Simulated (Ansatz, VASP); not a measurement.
Nb in VASP and in Ansatz

INCAR

```
SYSTEM = Nb
  PREC = Accurate
  ENCUT = 520
  EDIFF = 1E-6
  ISMEAR = 0
  SIGMA = 0.3
  LREAL = .FALSE.
  LASPH = .TRUE.
  NELM = 100
  ALGO = Normal
  ISIF = 2
  LWAVE = .FALSE.
  LCHARG = .FALSE.
  GGA = PE
  NBANDS = 12
```

The input KPOINTS:

```
regular mesh
0
G
  13 13 13
  0 0 0
```

Contents of POSCAR:

```
Nb
1.0
   -1.6547957147      1.6547957147      1.6547957147
    1.6547957147     -1.6547957147      1.6547957147
    1.6547957147      1.6547957147     -1.6547957147
Nb
1
Direct
    0.0000000000      0.0000000000      0.0000000000
```

Input for Ansatz:

```yaml
crystal:
  lattice:
    - [-1.6547957147, 1.6547957147, 1.6547957147]
    - [1.6547957147, -1.6547957147, 1.6547957147]
    - [1.6547957147, 1.6547957147, -1.6547957147]
  atoms:
    - { symbol: Nb, position: [0.0, 0.0, 0.0] }
hamiltonian:
  xc: pbe
  pseudopotentials:
    kind: paw
    azcp:
      Nb: "pseudopotentials/Nb.paw.azcp"
basis:
  ecutwfc: 420
  fft_grid_basis: typed
kpoints:
  mp_grid: { grid: [13, 13, 13], shift: [0, 0, 0] }
magnetization:
  spin_polarized: false
scf:
  occupations: { method: gaussian, width: 0.3 }
  lower_state_search: "off"
output:
  stress: true
```

Alike in both runs: task single point; functional PBE; k mesh 13 × 13 × 13; occupations gaussian, width 0.3 eV; no spin polarisation.

|  | VASP | Ansatz |
| --- | --- | --- |
| version | VASP 6.6.1 | Ansatz 0.2.0 |
| potentials or method | VASP PAW PBE potentials, release 64 (Nb_sv) | plane waves (420 eV) with PAW, scalar-relativistic |
| plane-wave cutoff (eV) | 520 | 420 |
| valence electrons in the cell | 13 | 13 |

|  | VASP | Ansatz | Ansatz less VASP |
| --- | --- | --- | --- |
| pressure (GPa) | -0.2 | 0.1 | +0.32 |

The functional is the same, so the differences come from potentials, cutoffs and numerics.
